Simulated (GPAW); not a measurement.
The system is WS2.

```
W S
1.0
     1.57900    0.91164    6.16333
    -1.57900    0.91164    6.16333
     0.00000   -1.82327    6.16333
W S
1 2
Direct
  0.00000 0.00000 0.00000
  0.58100 0.58100 0.58100
  0.75030 0.75030 0.75030
```

Measurements of this composition are mostly on another form, of space group No. 194.

Program: GPAW 26.7.0. Alike in all runs: no spin polarisation; cell as given; smearing fermi-dirac 0.05 eV.

Problem. Order these runs on this cell by their pressure, lowest first.
A. level LDA; potentials or basis the program's PAW data sets (release 1.2.1) made for this functional, pw; k mesh 8 × 8 × 8; cutoff (eV) 450; maxiter 120; convergence default
B. level r2SCAN; potentials or basis GPAW PAW data sets (gpaw-data 1.2.1), pw; k mesh 7 × 7 × 7; cutoff (eV) 600; maxiter 150; band path GLB1,BZGX,QFP1Z,LP; band points 60
C. level PBEsol; potentials or basis PAW data sets generated in the run's folder for this functional, pw; k mesh 10 × 10 × 10; cutoff (eV) 600; maxiter 150

Solution. A (-4.3 GPa), C (-0.7 GPa), B (2.6 GPa).

Caveats: the cutoff is short for stress and forces, so pressures can be off by a GPa or more (some runs); the PAW data sets were made with another functional, which shifts forces and pressure a little (some runs).

Not every run made on this cell is shown here.
